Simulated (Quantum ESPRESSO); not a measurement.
HfB2:

```
Hf B
1.0
     3.14000    0.00000    0.00000
    -1.57000    2.71932    0.00000
     0.00000    0.00000    3.48000
Hf B
1 2
Direct
  0.00000 0.00000 0.00000
  0.66667 0.33333 0.50000
  0.33333 0.66667 0.50000
```

Base run:

```yaml
Program: Quantum ESPRESSO 7.5
Functional: PBEsol
Potentials_or_basis: GBRV 1.5 PBEsol
Cutoff: 612 eV
Density_cutoff: 4898 eV
k_mesh: 10 × 10 × 8
Occupations: fermi-dirac, width 0.05 eV
Spin: no spin polarisation
Hubbard_terms: Hf d U = 1 eV
```

Its results: band gap on the k mesh none (metal or under the smearing width); pressure -2.4 GPa.

Task: The run is repeated on the same cell with these changes: hubbard terms from Hf d U = 1 eV to Hf d U = 2 eV. What comes out?

Result: Band gap on the k mesh none (metal or under the smearing width); pressure -1.0 GPa.

Caveats: U without spin polarisation on a metal has little footing; the U is typed as a test and isn't derived for this compound.

Not every run made on this cell is shown here.
